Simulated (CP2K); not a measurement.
# AlN (P6_3/mmc) in CP2K: notebook

One crystal, AlN, is run at these levels: PBE, LDA; tasks: single point.

Program: CP2K 2026.2. These are calculated values, not measurements. Logs are shortened: lines on timing, memory, paths and dates and some standing lists are left out, and cuts for length are marked.

### Step 1. The structure

The structure is hexagonal, space group P6_3/mmc (No. 194). Conventional cell: a = 3.312 Å, b = 3.312 Å, c = 4.188 Å, α = 90.00°, β = 90.00°, γ = 120.00°. Al (site symmetry -6m2) is surrounded by 5 N at 1.91 to 2.09 Å. Around N (site symmetry -6m2) lie 5 Al at 1.91 to 2.09 Å.

Measurements of this composition are mostly on another form, of space group No. 186.

### Step 2. Single point, PBE

File aln_scf.inp:

```
&GLOBAL
  PROJECT aln_scf
  RUN_TYPE ENERGY_FORCE
  PRINT_LEVEL LOW
&END GLOBAL
&FORCE_EVAL
  METHOD QS
  STRESS_TENSOR ANALYTICAL
  &DFT
    BASIS_SET_FILE_NAME BASIS_MOLOPT_UZH
    POTENTIAL_FILE_NAME POTENTIAL_UZH
    &MGRID
      CUTOFF 450
      REL_CUTOFF 60
      NGRIDS 4
    &END MGRID
    &QS
      METHOD GPW
      EPS_DEFAULT 1.0E-10
    &END QS
    &KPOINTS
      SCHEME MONKHORST-PACK 9 9 7
      GAMMA_CENTERED T
      SYMMETRY T
      SYMMETRY_BACKEND SPGLIB
    &END KPOINTS
    &SCF
      SCF_GUESS ATOMIC
      EPS_SCF 1.0E-6
      MAX_SCF 100
      ADDED_MOS 14
      CHOLESKY OFF
      EPS_EIGVAL 1.0E-7
      &DIAGONALIZATION ON
        ALGORITHM STANDARD
      &END DIAGONALIZATION
      &MIXING ON
        METHOD BROYDEN_MIXING
        ALPHA 0.4
        BETA 1.5
        NBUFFER 8
      &END MIXING
      &SMEAR ON
        METHOD GAUSSIAN
        SIGMA [eV] 0.02
      &END SMEAR
    &END SCF
    &XC
      &XC_FUNCTIONAL PBE
      &END XC_FUNCTIONAL
    &END XC
    &PRINT
      &KPOINTS ON
      &END KPOINTS
      &MULLIKEN ON
      &END MULLIKEN
      &MO ON
        ENERGIES T
        OCCUPATION_NUMBERS T
        &EACH
          QS_SCF 0
        &END EACH
        ADD_LAST NUMERIC
      &END MO
    &END PRINT
  &END DFT
  &SUBSYS
    &CELL
      A 3.3121157418 0.0000000000 0.0000000000
      B -1.6560578709 2.8683763727 0.0000000000
      C 0.0000000000 0.0000000000 4.1875630000
      PERIODIC XYZ
    &END CELL
    &COORD
      SCALED
      Al  0.6666666667 0.3333333333 0.2500000000
      Al  0.3333333333 0.6666666667 0.7500000000
      N   0.6666666667 0.3333333333 0.7500000000
      N   0.3333333333 0.6666666667 0.2500000000
    &END COORD
    &KIND Al
      BASIS_SET TZVP-MOLOPT-PBE-GTH-q3
      POTENTIAL GTH-PBE-q3
    &END KIND
    &KIND N
      BASIS_SET TZVP-MOLOPT-PBE-GTH-q5
      POTENTIAL GTH-PBE-q5
    &END KIND
    &PRINT
      &ATOMIC_COORDINATES ON
      &END ATOMIC_COORDINATES
      &CELL ON
      &END CELL
    &END PRINT
  &END SUBSYS
  &PRINT
    &FORCES ON
    &END FORCES
    &STRESS_TENSOR ON
    &END STRESS_TENSOR
  &END PRINT
&END FORCE_EVAL
```

Potentials or basis: POTENTIAL_UZH Al GTH-PBE-q3, N GTH-PBE-q5; TZVP-MOLOPT-PBE-GTH basis.

On the command line:

```console
OMP_NUM_THREADS=1 cp2k.psmp -i aln_scf.inp -o aln_scf.out
```

aln_scf.out:

```text

 CP2K| version string:                                       CP2K version 2026.2
 CP2K| Input file name                                               aln_scf.inp

 GLOBAL| Force Environment number                                              1
 GLOBAL| Basis set file name                                    BASIS_MOLOPT_UZH
 GLOBAL| Potential file name                                       POTENTIAL_UZH
 GLOBAL| MM Potential file name                                     MM_POTENTIAL
 GLOBAL| Coordinate file name                                      __STD_INPUT__
 GLOBAL| Method name                                                        CP2K
 GLOBAL| Project name                                                    aln_scf
 GLOBAL| Run type                                                   ENERGY_FORCE
 GLOBAL| FFT library                                                       FFTW3
[... 6 lines left out ...]
 GLOBAL| Total number of message passing processes                             1
 GLOBAL| Number of threads for this process                                    1
 GLOBAL| CPU model name                                                  UNKNOWN

 CELL| Volume [angstrom^3]:                                            39.783501
 CELL| Vector a [angstrom]:       3.312     0.000     0.000   |a| =     3.312116
 CELL| Vector b [angstrom]:      -1.656     2.868     0.000   |b| =     3.312116
 CELL| Vector c [angstrom]:       0.000     0.000     4.188   |c| =     4.187563
 CELL| Angle (b,c), alpha [degree]:                                    90.000000
 CELL| Angle (a,c), beta  [degree]:                                    90.000000
 CELL| Angle (a,b), gamma [degree]:                                   120.000000
 CELL| Numerically orthorhombic:                                              NO
 CELL| Periodicity                                                           XYZ

 CELL_REF| Volume [angstrom^3]:                                        39.783501
 CELL_REF| Vector a [angstrom     3.312     0.000     0.000   |a| =     3.312116
 CELL_REF| Vector b [angstrom    -1.656     2.868     0.000   |b| =     3.312116
 CELL_REF| Vector c [angstrom     0.000     0.000     4.188   |c| =     4.187563
 CELL_REF| Angle (b,c), alpha [degree]:                                90.000000
 CELL_REF| Angle (a,c), beta  [degree]:                                90.000000
 CELL_REF| Angle (a,b), gamma [degree]:                               120.000000
 CELL_REF| Numerically orthorhombic:                                          NO
 CELL_REF| Periodicity                                                       XYZ
[... 10 lines left out ...]

  Total number of            - Atomic kinds:                                   2
                             - Atoms:                                          4
                             - Shell sets:                                     4
                             - Shells:                                        28
                             - Primitive Cartesian functions:                 18
                             - Cartesian basis functions:                     72
                             - Spherical basis functions:                     68

  Maximum angular momentum of- Orbital basis functions:                        2
                             - Local part of the GTH pseudopotential:          2
                             - Non-local part of the GTH pseudopotential:      2

 MODULE QUICKSTEP: ATOMIC COORDINATES IN ANGSTROM

   Atom Kind Element         X             Y             Z       Z(eff)     Mass
      1    1 Al   13      1.656058      0.956125      1.046891   3.0000  26.9815
      2    1 Al   13     -0.000000      1.912251      3.140672   3.0000  26.9815
      3    2 N     7      1.656058      0.956125      3.140672   5.0000  14.0067
      4    2 N     7     -0.000000      1.912251      1.046891   5.0000  14.0067

 SCF PARAMETERS         Density guess:                                    ATOMIC
                        --------------------------------------------------------
                        max_scf:                                             100
[... 7 lines left out ...]
                        --------------------------------------------------------
                        level_shift [a.u.]:                             0.000000
                        added MOs                                        14    0
                        --------------------------------------------------------
                        Mixing method:                            BROYDEN_MIXING
                                                charge density mixing in g-space
                        --------------------------------------------------------
                        Smear method:                                   GAUSSIAN
                        Smearing width (sigma) [a.u.]:                  7.35E-04
                        Accuracy threshold:                             1.00E-10
                        --------------------------------------------------------
                        No outer SCF

 *******************************************************************************
                                    Kpoints
 *******************************************************************************
 BRILLOUIN| K-point scheme                                        Monkhorst-Pack
 BRILLOUIN| K-Point grid                                             9    9    7
 BRILLOUIN| Gamma-centered k-point mesh                                     ON
 BRILLOUIN| K-point symmetry accuracy                               0.100000E-05
 BRILLOUIN| K-Point point group symmetrization                                ON
 BRILLOUIN| Symmetry backend                                             SPGLIB
 BRILLOUIN| Symmetry reduction method                                    SPGLIB
 BRILLOUIN| Wavefunction type                                            COMPLEX
 BRILLOUIN| List of Kpoints [2 Pi/Bohr]                                       48
 BRILLOUIN| Number           Weight            X              Y              Z
 BRILLOUIN|     1           0.02116       -0.44444       -0.44444       -0.42857
 BRILLOUIN|     2           0.02116       -0.44444       -0.44444       -0.28571
 BRILLOUIN|     3           0.02116       -0.44444       -0.44444       -0.14286
 BRILLOUIN|     4           0.01058       -0.44444       -0.44444        0.00000
 BRILLOUIN|     5           0.04233       -0.44444       -0.33333       -0.42857
 BRILLOUIN|     6           0.04233       -0.44444       -0.33333       -0.28571
[... 32 lines left out ...]
 BRILLOUIN|    39           0.02116       -0.22222        0.11111       -0.14286
 BRILLOUIN|    40           0.01058       -0.22222        0.11111        0.00000
 [... further k-points ...]
 *******************************************************************************

 Extrapolation method: initial_guess

 Number of electrons:                                                         16
 Number of occupied orbitals:                                                  8
 Number of molecular orbitals:                                                22

 Number of orbital functions:                                                 68
 Number of independent orbital functions:                                     68

 SCF WAVEFUNCTION OPTIMIZATION

  Step     Update method      Time    Convergence         Total energy    Change
  ------------------------------------------------------------------------------
     1 NoMix/Diag. 0.40E+00    5.1     1.81444871       -24.6241487912 -2.46E+01
     2 Broy./Diag. 0.40E+00    4.7     0.11236210       -21.5552354586  3.07E+00
     3 Broy./Diag. 0.40E+00    4.7     0.10866288       -23.4630933304 -1.91E+00
     4 Broy./Diag. 0.40E+00    4.8     0.02693672       -24.2446560200 -7.82E-01
     5 Broy./Diag. 0.40E+00    4.7     0.01171563       -24.1921006689  5.26E-02
     6 Broy./Diag. 0.40E+00    4.8     0.00980210       -24.2232642626 -3.12E-02
     7 Broy./Diag. 0.40E+00    4.8     0.00149343       -24.2361923183 -1.29E-02
     8 Broy./Diag. 0.40E+00    4.8     0.00139199       -24.2349378943  1.25E-03
     9 Broy./Diag. 0.40E+00    4.8     0.00018979       -24.2380414761 -3.10E-03
    10 Broy./Diag. 0.40E+00    4.8     0.00010252       -24.2391077058 -1.07E-03
    11 Broy./Diag. 0.40E+00    4.8     0.00003890       -24.2389258568  1.82E-04
    12 Broy./Diag. 0.40E+00    4.8     0.00002447       -24.2390592153 -1.33E-04
    13 Broy./Diag. 0.40E+00    4.8     0.00000320       -24.2390489996  1.02E-05
    14 Broy./Diag. 0.40E+00    4.8     0.00000161       -24.2390454252  3.57E-06
    15 Broy./Diag. 0.40E+00    4.7     0.00000048       -24.2390477090 -2.28E-06

  *** SCF run converged in    15 steps ***

  Electronic density on regular grids:        -15.9999999992        0.0000000008
  Core density on regular grids:               15.9999999981       -0.0000000019
  Total charge density on r-space grids:       -0.0000000012
  Total charge density g-space grids:          -0.0000000012

  Overlap energy of the core charge distribution:               0.00000000027693
  Self energy of the core charge distribution:                -60.97857104327501
  Core Hamiltonian energy:                                     17.34676665856043
  Hartree energy:                                              26.33208614400587
  Exchange-correlation energy:                                 -6.93932946857426
  Smearing free energy correction:                              0.00000000000000
  Fermi energy:                                                 0.35004521007115

  Total energy:                                               -24.23904770900604
  Total energy (extrapolated to sigma->0):                    -24.23904770900604

 MO| EIGENVALUES AND OCCUPATION NUMBERS FOR K POINT 1
 MO|
 MO|  Index      Eigenvalue [a.u.]        Eigenvalue [eV]             Occupation
 MO|      1              -0.241889              -6.582124               2.000000
 MO|      2              -0.232651              -6.330765               2.000000
 MO|      3               0.016604               0.451813               2.000000
 MO|      4               0.029833               0.811797               2.000000
 MO|      5               0.130650               3.555156               2.000000
 MO|      6               0.156735               4.264968               2.000000
[... 391 lines left out ...]
 MO|     21               1.075484              29.265405               0.000000
 MO|     22               1.080443              29.400347               0.000000
 MO| Sum:                                                              16.000000
 MO| E(Fermi):            0.350045 a.u.          9.525215 eV
 MO| Band gap:            0.226647 a.u.          6.167373 eV

 [... the levels of further k-points ...]

 !-----------------------------------------------------------------------------!
                     Mulliken Population Analysis

 #  Atom  Element  Kind  Atomic population                           Net charge
       1     Al       1          0.982333                              2.017667
       2     Al       1          0.982322                              2.017678
       3     N        2          7.017670                             -2.017670
       4     N        2          7.017674                             -2.017674
 # Total charge                             16.000000                  0.000000

 !-----------------------------------------------------------------------------!

 ENERGY| Total FORCE_EVAL ( QS ) energy [hartree]            -24.239047834858344

 FORCES| Atomic forces [hartree/bohr]
 FORCES|   Atom     x               y               z               |f|
 FORCES|      1  9.07658849E-09  5.00615100E-09 -1.53072791E-09   1.04780310E-08
 FORCES|      2 -1.25353495E-08 -1.58423586E-08  1.06124611E-09   2.02297196E-08
 FORCES|      3  9.27162744E-09  1.07010005E-09 -3.39634022E-09   9.93193417E-09
 FORCES|      4 -5.81381074E-09  9.76744039E-09  3.86321885E-09   1.20053216E-08
 FORCES| Sum    -9.44319041E-13  1.33287209E-12 -2.60317038E-12
 FORCES| Total atomic force                                       3.07323649E-12

 STRESS| Analytical stress tensor [bar]
 STRESS|                        x                   y                   z
 STRESS|      x       -4.54534921323E+03  -3.22113497658E+00  -1.34129171334E-02
 STRESS|      y       -3.22113497658E+00  -4.54898048652E+03  -7.70201170468E-03
 STRESS|      z       -1.34129171334E-02  -7.70201170468E-03  -3.51587243463E+03
 STRESS| 1/3 Trace                                            -4.20340071146E+03
 STRESS| Determinant                                          -7.26966202296E+10

 STRESS| Eigenvectors and eigenvalues of the analytical stress tensor [bar]
 STRESS|                        1                   2                   3
 STRESS| Eigenvalues  -4.55086245021E+03  -4.54346724977E+03  -3.51587243440E+03
 STRESS|      x           0.504464521814      0.863432421248     -0.000013005668
 STRESS|      y           0.863432421248     -0.504464521926     -0.000007414635
 STRESS|      z           0.000012962934      0.000007489096      0.999999999888
```

Wall time 83 s (1 thread of Arm Neoverse V1, shared host); peak memory 0.33 GiB.

What came out:

- Free energy: -659.5780 eV
- Pressure: -0.4 GPa
- Band gap on the k mesh: 3.29 eV, direct
- Mulliken charges: Al +2.02; N -2.02 e

Levels at points of the mesh, in eV from the valence-band top:
```tsv
k point	band 6	band 7	band 8	band 9	band 10	band 11
(0.00, 0.00, 0.00)	-1.63	-1.63	0.00	3.29	4.41	8.25
```

Caveat: Mulliken charges move with the basis; an odd mesh through Γ misses points on the zone boundary, where band edges often lie; the basis of atomic orbitals isn't converged, which shifts pressures, moduli and gaps. As with any semilocal functional, this PBE gap is likely too small.

### Step 3. Single point, LDA

aln_scf.inp, as its differences from that of step 2:

```diff
@@ -10,3 +10,3 @@
     BASIS_SET_FILE_NAME BASIS_MOLOPT_UZH
-    POTENTIAL_FILE_NAME POTENTIAL_UZH
+    POTENTIAL_FILE_NAME GTH_POTENTIALS
     &MGRID
@@ -14,3 +14,3 @@
       REL_CUTOFF 60
-      NGRIDS 4
+      NGRIDS 5
     &END MGRID
@@ -44,3 +44,3 @@
         METHOD GAUSSIAN
-        SIGMA [eV] 0.02
+        SIGMA [eV] 0.1
       &END SMEAR
@@ -48,3 +48,7 @@
     &XC
-      &XC_FUNCTIONAL PBE
+      &XC_FUNCTIONAL
+        &LDA_X
+        &END LDA_X
+        &LDA_C_PW
+        &END LDA_C_PW
       &END XC_FUNCTIONAL
@@ -82,3 +86,3 @@
       BASIS_SET TZVP-MOLOPT-PBE-GTH-q3
-      POTENTIAL GTH-PBE-q3
+      POTENTIAL GTH-PADE-q3
     &END KIND
@@ -86,3 +90,3 @@
       BASIS_SET TZVP-MOLOPT-PBE-GTH-q5
-      POTENTIAL GTH-PBE-q5
+      POTENTIAL GTH-PADE-q5
     &END KIND
```

Potentials or basis: GTH_POTENTIALS Al GTH-PADE-q3, N GTH-PADE-q5; TZVP-MOLOPT-PBE-GTH basis.

On the command line:

```console
OMP_NUM_THREADS=1 cp2k.psmp -i aln_scf.inp -o aln_scf.out
```

Run time: 76 s. Hardware: 1 thread of Arm Neoverse V1, shared host; peak memory 0.33 GiB.

Results (log left out):

```
Free energy            : -661.7588 eV
Pressure               : -9.2 GPa
Band gap on the k mesh : 3.31 eV, direct
Mulliken charges       : Al +2.01; N -2.01 e
```

Stress tensor (GPa, compression positive):
```
-9.62  0.00  0.00
 0.00 -9.62  0.00
 0.00  0.00 -8.38
```

Levels at points of the mesh, in eV from the valence-band top:
```csv
k point,band 4,band 5,band 6,band 7,band 8,band 9,band 10,band 11,band 12,band 13
"(0.00, 0.00, 0.00)",-3.32,-3.32,-1.60,-1.60,0.00,3.31,4.19,8.02,8.02,11.02
```

Caveat: Mulliken charges move with the basis; an odd mesh through Γ misses points on the zone boundary, where band edges often lie; the basis of atomic orbitals isn't converged, which shifts pressures, moduli and gaps.
